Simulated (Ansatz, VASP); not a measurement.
## Sc in VASP and in Ansatz

Contents of INCAR:

```
ALGO = Normal
EDIFF = 1E-7
ENCUT = 520
GGA = PE
ISIF = 2
ISMEAR = -1
LASPH = True
LCHARG = False
LREAL = False
LWAVE = False
NBANDS = 12
NELM = 80
PREC = Accurate
SIGMA = 0.05
```

Contents of KPOINTS:

```
k-points
0
Gamma
  10 10 10
```

The input POSCAR:

```
Sc
1.0
    3.2440975890      0.0000000000      0.0000000000
    1.5218746809      2.8815677989      0.0000000000
    1.5693774563      0.9386382906      2.7093718697
Sc
1
Direct
    0.0000000000      0.0000000000      0.0000000000
```

input.yaml

```yaml
crystal:
  lattice:
    - [3.244097589, 0.0, 0.0]
    - [1.5218746809, 2.8815677989, 0.0]
    - [1.5693774563, 0.9386382906, 2.7093718697]
  atoms:
    - { symbol: Sc, position: [0.0, 0.0, 0.0] }
hamiltonian:
  xc: pbe
  pseudopotentials: { kind: paw }
kpoints:
  mp_grid: { grid: [10, 10, 10] }
scf:
  occupations: { method: fermi_dirac, width: 0.05 }
output:
  forces: true
  stress: true
  eigenvalues: true
```

Change from the starting cell: volume scaled by 1.04.

Alike in both runs: task single point; functional PBE; k mesh 10 × 10 × 10; occupations fermi-dirac, width 0.05 eV; no spin polarisation.

```csv
,VASP,Ansatz
version,VASP 6.6.1,Ansatz 0.2.0
potentials or method,"VASP PAW PBE potentials, release 64 (Sc_sv)",Ansatz PAW
plane-wave cutoff (eV),520,420
valence electrons in the cell,11,11
```

|  | VASP | Ansatz | Ansatz less VASP |
| --- | --- | --- | --- |
| gap on the k mesh at the Fermi level (eV) | none | none | - |
| pressure (GPa) | -1.2 | -1.2 | -0.02 |
| largest component of the traceless stress (GPa) | 0.91 | 0.90 | -0.003 |

A gap of «none» marks a metal or a gap that the smearing closes.
